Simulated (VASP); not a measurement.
A run of VASP 6.6.1:

The input POSCAR:

```
Rh
2.7251
    0.000832263036      0.701502697149      0.712665957213
    0.702899343143      0.002566144362      0.710932075887
    0.687764485707      0.684633958387      0.017701001798
Rh
1
Direct
   -0.0348270000     -0.0100080000      0.0329320000
```

Contents of INCAR.step1:

```
SYSTEM = Rh
PREC     = Accurate       ! precision mode
ENCUT    = 520            ! plane-wave cutoff, eV
EDIFF    = 1E-7           ! SCF threshold, eV
ISMEAR   = -1             ! smearing method
SIGMA    = 0.05           ! smearing width, eV
LREAL    = .False.        ! projectors in reciprocal space
LASPH    = .False.        ! aspherical terms in the spheres
NELM     = 100            ! most SCF steps
ALGO     = Fast           ! electronic algorithm
ISIF     = 2              ! what is computed and relaxed
LWAVE    = .False.        ! write WAVECAR
LCHARG   = .True.         ! write CHGCAR
LMAXMIX  = 4              ! l up to which the mixer works
GGA      = OR             ! functional
LUSE_VDW = .True.       
AGGAC    = 0.0          
NBANDS   = 20             ! bands
```

KPOINTS.step1

```
Automatic mesh
0
Gamma
  12 12 12
  0 0 0
```

INCAR.step2

```
SYSTEM = Rh
PREC     = Accurate       ! precision mode
ENCUT    = 520            ! plane-wave cutoff, eV
EDIFF    = 1E-7           ! SCF threshold, eV
ISMEAR   = -5             ! smearing method
SIGMA    = 0.05           ! smearing width, eV
LREAL    = .False.        ! projectors in reciprocal space
LASPH    = .False.        ! aspherical terms in the spheres
NELM     = 100            ! most SCF steps
ALGO     = Fast           ! electronic algorithm
ISIF     = 2              ! what is computed and relaxed
LWAVE    = .False.        ! write WAVECAR
LCHARG   = .False.        ! write CHGCAR
LMAXMIX  = 4              ! l up to which the mixer works
GGA      = OR             ! functional
LUSE_VDW = .True.       
AGGAC    = 0.0          
LORBIT   = 11             ! projections on sites
NBANDS   = 20             ! bands
NEDOS    = 2001           ! points of the DOS
ICHARG   = 11             ! starting density
```

Contents of KPOINTS.step2:

```
Automatic mesh
0
Gamma
  18 18 18
  0 0 0
```

Potentials or basis: VASP PAW PBE potentials, release 64 (Rh_pv).

Run with:

```console
$ cat potpaw_PBE.64/Rh_pv/POTCAR > POTCAR
$ cp INCAR.step1 INCAR
$ cp KPOINTS.step1 KPOINTS
$ mpirun -np 1 vasp_std > vasp.out
$ cp INCAR.step2 INCAR
$ cp KPOINTS.step2 KPOINTS
$ mpirun -np 1 vasp_std > vasp.out
```

Hardware: 1 thread of Intel(R) Xeon(R) Platinum 8488C (Sapphire Rapids), with other jobs on the host.

Question: Estimate the wall time of this run.

Answer: It took 6.8 min on 1 thread of Intel(R) Xeon(R) Platinum 8488C (Sapphire Rapids), with other jobs on the host, peak memory 0.8 GiB. Counts: scf iterations 7, k points 2920.
